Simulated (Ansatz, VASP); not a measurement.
## One calculation of Sb, two programs

```
CELL_PARAMETERS angstrom
2.18047 -5.99547 0.00000
2.18047 5.99547 0.00000
0.00000 0.00000 4.51766
ATOMIC_POSITIONS crystal
Sb 0.11845 0.88155 0.96488
Sb 0.61845 0.38155 0.53512
Sb 0.88155 0.11845 0.03512
Sb 0.38155 0.61845 0.46488
```

Alike in both runs: functional PBEsol; k mesh 6 × 6 × 4; occupations gaussian, width 0.1 eV; no spin polarisation.

Ansatz relaxed the structure, and its values are those at the end. VASP's run is a single point on that final structure, the one shown.

```csv
,VASP,Ansatz
version,VASP 6.6.1,Ansatz 0.2.0
potentials or method,"VASP PAW PBE potentials, release 64 (Sb)","scalar-relativistic, plane waves, PAW"
plane-wave cutoff (eV),520,420
valence electrons in the cell,20,60
```

Ansatz gave:

* gap on the k mesh at the Fermi level (eV): none
* pressure (GPa): 0.1
* rms of the force components (eV/Å): 0.019

Which values does VASP return?

gap on the k mesh at the Fermi level (eV): none; pressure (GPa): 0.3; rms of the force components (eV/Å): 0.035.

A gap of «none» marks a metal or a gap that the smearing closes. With one functional, cell and mesh, what is left measures potentials, basis and numerics. The two sets of potentials don't hold the same shells in valence.

Caveats: the PAW data sets were made with another functional, which shifts forces and pressure a little (VASP). Spin-orbit coupling is left out, which matters for the levels of Sb.
